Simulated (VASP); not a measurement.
# VASP 6.6.1 run: GaN

INCAR

```
LWAVE = .FALSE.
NBANDS = 16
METAGGA = R2SCAN
IBRION = -1
ENCUT = 520
EDIFF = 1E-7
NSW = 0
SIGMA = 0.01
ISMEAR = 0
ALGO = Normal
MAGMOM = -2 2
LREAL = .TRUE.
NELM = 56
ISPIN = 2
LCHARG = .FALSE.
PREC = High
ISIF = 2
LASPH = .TRUE.
```

KPOINTS

```
KPOINTS created by Atomic Simulation Environment
0
Gamma
10 10 10
0 0 0
```

POSCAR

```
Ga N
 1.0000000000000000
     0.0000000000000000    2.3389106427000002    2.3389106427000002
     2.3389106427000002    0.0000000000000000    2.3389106427000002
     2.3389106427000002    2.3389106427000002    0.0000000000000000
 Ga  N
   1   1
Cartesian
  0.0000000000000000  0.0000000000000000  0.0000000000000000
  1.1694553213500001  1.1694553213500001  1.1694553213500001
```

The recommended PBE PAW datasets give the neutral cell 18 valence electrons.

Command

```
mpirun -np 1 vasp_std
```

OSZICAR

```
N       E                     dE             d eps       ncg     rms          rms(c)
DAV:   1     0.761733142161E+02    0.76173E+02   -0.95771E+03  3280   0.201E+03
DAV:   2    -0.173693405887E+02   -0.93543E+02   -0.87634E+02  3504   0.342E+02
DAV:   3    -0.237880970297E+02   -0.64188E+01   -0.63908E+01  3416   0.740E+01
DAV:   4    -0.238727191348E+02   -0.84622E-01   -0.84606E-01  3856   0.922E+00
DAV:   5    -0.238738283925E+02   -0.11093E-02   -0.11093E-02  3520   0.950E-01    0.151E+01
DAV:   6    -0.213282369630E+02    0.25456E+01   -0.35462E+00  3912   0.412E+01    0.548E+00
DAV:   7    -0.216371951136E+02   -0.30896E+00   -0.69893E-01  3592   0.126E+01    0.271E+00
DAV:   8    -0.216813505656E+02   -0.44155E-01   -0.71050E-02  3856   0.436E+00    0.113E+00
DAV:   9    -0.216855860968E+02   -0.42355E-02   -0.16096E-02  3464   0.178E+00    0.531E-01
DAV:  10    -0.216872465827E+02   -0.16605E-02   -0.20851E-03  4184   0.905E-01    0.149E-01
DAV:  11    -0.216872838122E+02   -0.37229E-04   -0.40801E-04  4296   0.516E-01    0.563E-02
DAV:  12    -0.216873310503E+02   -0.47238E-04   -0.10683E-04  3344   0.991E-02    0.225E-02
DAV:  13    -0.216873484414E+02   -0.17391E-04   -0.16575E-05  3480   0.583E-02    0.106E-02
DAV:  14    -0.216873451404E+02    0.33010E-05   -0.38376E-06  3664   0.222E-02    0.401E-03
DAV:  15    -0.216873407824E+02    0.43580E-05   -0.77927E-07  3352   0.100E-02    0.189E-03
DAV:  16    -0.216873412986E+02   -0.51614E-06   -0.74541E-08  2472   0.372E-03    0.102E-03
DAV:  17    -0.216873415947E+02   -0.29614E-06   -0.18433E-08  1656   0.128E-03    0.211E-04
DAV:  18    -0.216873415247E+02    0.69997E-07   -0.51346E-09  1584   0.769E-04
   1 F= -.21687342E+02 E0= -.21687342E+02  d E =-.280453E-14  mag=     0.0000
```

Standard output (part)

```
POSCAR found type information on POSCAR GaN
 POSCAR found :  2 types and       2 ions
|     You have a (more or less) 'small supercell' and for smaller cells       |
|     it is recommended to use the reciprocal-space projection scheme!        |
|     The real-space optimization is not efficient for small cells and it     |
|     is also less accurate ...                                               |
|     Therefore, set LREAL=.FALSE. in the INCAR file.                         |
|     The real-space projection scheme for the treatment of the non-local     |
|     real-space optimization of all non-local projectors! BE WARNED that     |
|     a calculation using the real-space projection scheme together with      |
|     non-local projectors which were not real-space optimized (according     |
|     to the plane-wave cutoff used in this calculation) might give more      |
|     or less inaccurate results. I hope you know what you are doing.         |
 LDA part: xc-table for (None), standard interpolation
 POSCAR, INCAR and KPOINTS ok, starting setup
 WAVECAR not read
 entering main loop
```

It converged. Results: pressure -14.5 GPa; magnetic moment of the cell 0.00 μB.

These settings aren't sound, so the numbers aren't properties of the crystal.

On sound settings r²SCAN gives a gap of 1.38 eV on its mesh and a pressure of -17.2 GPa for the intended cell.

The run took about 4.3 min on one core of a shared host (Intel Xeon Platinum 8488C) and held 0.15 GiB at most.
